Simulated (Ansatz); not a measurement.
## BiTe: strain energy, fitted

BiTe, Fm-3m, a = 6.502 Å. The structure is a COD entry; whether it is the stable form wasn't checked. Ansatz: PBE, PAW, 420 eV, Γ-centred 12×12×8 mesh on 4 atoms, Gaussian smearing 0.10 eV; no spin polarisation. Series: equal strain along all axes, cell held, atoms fixed by symmetry; x is the strain in per cent. y is the free energy over the unstrained cell, V0 = 34.366 Å³/atom.

| x (%) | y (meV/atom) |
| --- | --- |
| -4.5 | ? |
| -3.0 | 45.04 |
| -1.5 | 10.53 |
| 0.0 | 0.00 |
| 1.5 | 9.83 |
| 3.0 | 36.87 |
| 4.5 | 78.43 |

Problem. Fit y = c2 x² + c3 x³ to the other rows, turn c2 into a modulus, and predict the missing energy.

Solution. Least squares on the rows shown. y = 4.5494 x² − 0.15034 x³. In eV per unit strain² c2 is 45.49; the stiffness is B for this strain (E = 9/2 B V0 ε², shape held): 2 × 45.49 × 160.2 / (9 × 34.366) = 47 GPa. The unstrained cell keeps some stress along the strain, worth a slope of 0.14 meV/atom per %, which the form leaves out. At x = -4.5 the fit asked for gives 105.83 meV/atom. The run gave 107.75 meV/atom, so the fit is 1.92 meV/atom too low, 1.8 % of the span of the series, against an rms of 0.11 meV/atom on the fitted rows. The row lies outside the fitted range. With a term in x⁴ added, a fit to the same known rows predicts 105.95 meV/atom, no real gain.

Spin–orbit coupling is left out, which can shift energies with elements as heavy as these.